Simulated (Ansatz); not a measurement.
The system is Ru.

```xyz
2
Lattice="2.7058 0.0000 0.0000 -1.3529 2.3433 0.0000 0.0000 0.0000 4.2819" Properties=species:S:1:pos:R:3 pbc="T T T"
Ru    1.3529    0.7811    3.2114
Ru    0.0000    1.5622    1.0705
```

| Property | Result |
| --- | --- |
| Program | Ansatz 0.2.0 |
| Task | relaxation of cell and atoms |
| Functional | PBEsol |
| Potentials or basis | all-electron LAPW, scalar-relativistic |
| Basis error allowed | 0.001 eV/atom |
| k mesh | 11 × 11 × 6 |
| Occupations | fermi-dirac, width 0.05 eV |
| Spin | no spin polarisation |

At the start: volume 13.57 Å³/atom.

Problem. Where does the relaxation end?

Solution. Over 4 steps the energy falls by 5.0 meV/atom and the volume is 13.32 Å³/atom (-1.9 %); space group P6_3/mmc (No. 194, to 0.05 Å).

Step by step:
| step | energy change (eV) | largest force (eV/Å) | volume (Å³) |
| --- | --- | --- | --- |
| 1 | 0.0000 | 0.0000 | 27.15 |
| 2 | -0.0100 | 0.0000 | 26.66 |
| 3 | -0.0100 | 0.0000 | 26.64 |
| 4 | -0.0100 | 0.0000 | 26.64 |

Final structure:
```yaml
crystal:
  lattice:
    - [2.68935, 0.00000, 0.00000]
    - [-1.34468, 2.32905, 0.00000]
    - [0.00000, 0.00000, 4.25391]
  atoms:
    - { symbol: Ru, position: [0.66667, 0.33333, 0.75000] }
    - { symbol: Ru, position: [0.33333, 0.66667, 0.25000] }
```
